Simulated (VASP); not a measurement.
Pb: equation of state with r2SCAN

Crystal: Pb.

```
CELL_PARAMETERS angstrom
0.00000 3.48038 3.48038
3.48038 0.00000 3.48038
3.48038 3.48038 0.00000
ATOMIC_POSITIONS crystal
Pb 0.25000 0.25000 0.25000
Pb 0.00000 0.00000 0.00000
```

This isn't the form of Pb at room conditions, which is fcc.

```yaml
Program: VASP 6.6.1
Task: equation of state
Functional: r2SCAN
Potentials_or_basis: VASP PAW PBE potentials, release 64 (Pb_d)
Cutoff: 520 eV
k_mesh: 6 × 6 × 6
Occupations: fermi-dirac, width 0.05 eV
Spin: no spin polarisation
Ladder: gaps
Further_INCAR_settings: ALGO = Normal; EDIFF = 1e-06
```

```
Equilibrium volume                      : 42.20 Å³/atom
Bulk modulus                            : 30 GPa
Pressure derivative of the bulk modulus : 4.7 (rough: it moves with the points fitted)
```

Energy against volume, from the lowest point:
| volume (Å³/atom) | energy (meV/atom) |
| --- | --- |
| 40.472 | 7.14 |
| 41.315 | 1.80 |
| 42.158 | 0.00 |
| 43.001 | 1.34 |
| 43.844 | 5.50 |

All runs of the series together: 7.3 min on 1 thread of Intel(R) Xeon(R) 6975P-C (Granite Rapids), with other jobs on the host.

Caveat: the PAW data sets were made with another functional, which shifts forces and pressure a little. Spin-orbit coupling is left out, which matters for the levels of Pb.
